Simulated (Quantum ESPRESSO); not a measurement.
The system is MgS (Niningerite).

```
S Mg
1.0
     0.00000    2.60165    2.60165
     2.60165    0.00000    2.60165
     2.60165    2.60165    0.00000
S Mg
1 1
Direct
  0.50000 0.50000 0.50000
  0.00000 0.00000 0.00000
```

Base run:

| Property | Result |
| --- | --- |
| Program | Quantum ESPRESSO 7.5 |
| Functional | PBE |
| Potentials or basis | PseudoDojo 0.4.1 SR PBE standard |
| Cutoff | 1143 eV |
| Density cutoff | 4572 eV |
| k mesh | 6 × 6 × 6 |
| Occupations | fixed |
| Spin | no spin polarisation |

Its results: band gap on the k mesh, mean-field level 2.79 eV, indirect (least direct gap 3.71 eV).

The run is repeated on the same cell with these changes: functional from PBE to LDA; potentials or basis from PseudoDojo 0.4.1 SR PBE standard to PseudoDojo 0.4.1 SR LDA standard. What comes out?

Band gap on the k mesh, mean-field level 2.56 eV, indirect (least direct gap 3.48 eV).

A k mesh can miss the band edges.
